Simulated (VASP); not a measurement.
Input of a VASP 6.6.1 run:

File POSCAR:

```
RbCl
1.0
    0.0000000000      3.3502273660      3.3502273660
    3.3502273660      0.0000000000      3.3502273660
    3.3502273660      3.3502273660      0.0000000000
  Rb              Cl
     1     1
Direct
     0.0000000000000000    0.0000000000000000    0.0000000000000000
     0.5000000000000000    0.5000000000000000    0.5000000000000000
```

File INCAR.step1:

```
SYSTEM = RbCl
PREC     = Accurate       ! precision mode
ENCUT    = 600            ! plane-wave cutoff, eV
EDIFF    = 1E-8           ! SCF threshold, eV
ISMEAR   = 0              ! smearing method
SIGMA    = 0.03           ! smearing width, eV
LREAL    = .False.        ! projectors in reciprocal space
LASPH    = .True.         ! aspherical terms in the spheres
NELM     = 80             ! most SCF steps
ALGO     = Fast           ! electronic algorithm
ISIF     = 3              ! what is computed and relaxed
LWAVE    = .False.        ! write WAVECAR
LCHARG   = .False.        ! write CHGCAR
GGA      = PE             ! functional
IBRION   = 2              ! ionic algorithm
NSW      = 40             ! ionic steps
EDIFFG   = -0.002         ! ionic threshold
```

The input INCAR.step2:

```
SYSTEM = RbCl
PREC     = Accurate       ! precision mode
ENCUT    = 600            ! plane-wave cutoff, eV
EDIFF    = 1E-8           ! SCF threshold, eV
ISMEAR   = 0              ! smearing method
SIGMA    = 0.03           ! smearing width, eV
LREAL    = .False.        ! projectors in reciprocal space
LASPH    = .True.         ! aspherical terms in the spheres
NELM     = 80             ! most SCF steps
ALGO     = Fast           ! electronic algorithm
ISIF     = 3              ! what is computed and relaxed
LWAVE    = .False.        ! write WAVECAR
LCHARG   = .False.        ! write CHGCAR
GGA      = PE             ! functional
IBRION   = 6              ! ionic algorithm
NFREE    = 2            
POTIM    = 0.015          ! step
NSW      = 1              ! ionic steps
```

Contents of KPOINTS:

```
Automatic mesh
0
Gamma
  8 8 8
  0 0 0
```

Potentials or basis: VASP PAW PBE potentials, release 64 (Rb_sv, Cl).

Command:

```console
$ cat potpaw_PBE.64/Rb_sv/POTCAR potpaw_PBE.64/Cl/POTCAR > POTCAR
$ cp INCAR.step1 INCAR
$ mpirun -np 1 vasp_std > vasp.out
$ cp CONTCAR POSCAR
$ cp INCAR.step2 INCAR
$ mpirun -np 1 vasp_std > vasp.out
```

(1) What does it give for the elastic constants C11, C12, C44?

(2) What does it give for the Voigt bulk modulus?

(3) Estimate the relaxed cell.

(4) What does it give for the relaxed volume?

Results:

(1) 32, 5, 5 GPa.

(2) 14 GPa.

(3) a = 4.740 Å, b = 4.740 Å, c = 4.740 Å, α = 60.00°, β = 60.00°, γ = 60.00°.

(4) 37.65 Å³/atom.
